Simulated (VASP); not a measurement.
In ZrC (rock salt type) the Zr atom of the primitive cell, with all its periodic images, is moved by 0.06 Å along [111].

```xyz
2
Lattice="0.0000 2.3550 2.3550 2.3550 0.0000 2.3550 2.3550 2.3550 0.0000" Properties=species:S:1:pos:R:3 pbc="T T T"
Zr    0.0346    0.0346    0.0346
C     2.3550    2.3550    2.3550
```

All numbers below come from VASP, PBE, plane waves, standard recommended PAW potentials.

Cutoff 680 eV; orbitals from an earlier step on the same cell; potentials Zr_sv C; PREC = Accurate; k-mesh 4×4×4 Γ-centred; Fermi–Dirac smearing of 0.1 eV; no spin polarisation.

(1) What force results?

Answers

(1) The force on it along the displacement is -0.4341 eV/Å, a force constant of 7.23 eV/Å².

| atom | Fx (eV/Å) | Fy (eV/Å) | Fz (eV/Å) |
| --- | --- | --- | --- |
| Zr1 | -0.2506 | -0.2506 | -0.2506 |
| C2 | 0.2506 | 0.2506 | 0.2506 |

The k-mesh is coarse, so these values belong to this mesh and can lie far from the converged ones.
